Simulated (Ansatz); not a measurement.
Trial structure of TaN, not yet relaxed:

```cif
data_structure
_symmetry_space_group_name_H-M 'P 1'
_symmetry_Int_Tables_number 1
_cell_length_a 3.8960
_cell_length_b 3.8960
_cell_length_c 3.9207
_cell_angle_alpha 90.000
_cell_angle_beta 90.000
_cell_angle_gamma 120.000
_cell_volume 51.54
loop_
_atom_site_label
_atom_site_type_symbol
_atom_site_fract_x
_atom_site_fract_y
_atom_site_fract_z
_atom_site_occupancy
Ta1 Ta 0.33333 0.66667 0.03402 1
Ta2 Ta 0.66667 0.33333 0.96598 1
N1 N 0.00000 0.00000 0.65791 1
N2 N 0.00000 0.00000 0.34209 1
```

These are results of DFT PBE, scalar-relativistic, plane waves, PAW (Ansatz 0.2.0), not measurements. Cutoff 420 eV; k points 6×6×4 on the computed 4-atom cell (Γ-centred); Gaussian smearing, width 0.10 eV; no spin polarisation.

Formation energies are uncorrected and refer to the elements' standard structures at the same level (N₂ as a molecule).

Q: What does a single point on this coarse mesh give?

A: The pressure is 34.4 GPa (the mean over three directions, positive in compression), the largest force is 2.71 eV/Å, and the energy is +2.37 eV/atom against the elements. The shortest distance is 1.24 Å.

Q: Is it a good guess?

A: A poor one: relaxing gains about 2.7 eV/atom (the start's value is from the coarse mesh, so the gain is rough) in 38 ionic steps and ends at −0.37 eV/atom on the finer mesh. The symmetry stays P-3m1 (No. 164). The volume per atom shrinks by 1.4 %, from 12.9 to 12.7 Å³. The shortest distance goes from 1.24 Å (N–N) to 1.43 Å (N–N). The ratio c/a of the conventional cell changes by a factor of 1.99. Conventional cell: a = 3.084 Å, c = 6.170 Å. Around Ta lie 3 N at 2.14 Å and 9 Ta at 2.95–3.08 Å; around N lie 1 N at 1.43 Å and 3 Ta at 2.14 Å.

The last run used an 18×18×8 mesh (in the run's order of axes) for its 4-atom cell and Gaussian smearing of 0.10 eV. These runs have no spin–orbit coupling, which can matter for Ta. The relaxation can't lower the symmetry of the start, and the grade says only how near the guess is to its own end. A structure relaxed within its symmetry needn't be a true minimum. Another cell of TaN relaxed alike, in P-6m2 (a cell as deposited in COD), lies 0.77 eV/atom lower, so this cell isn't the stable form at this level.
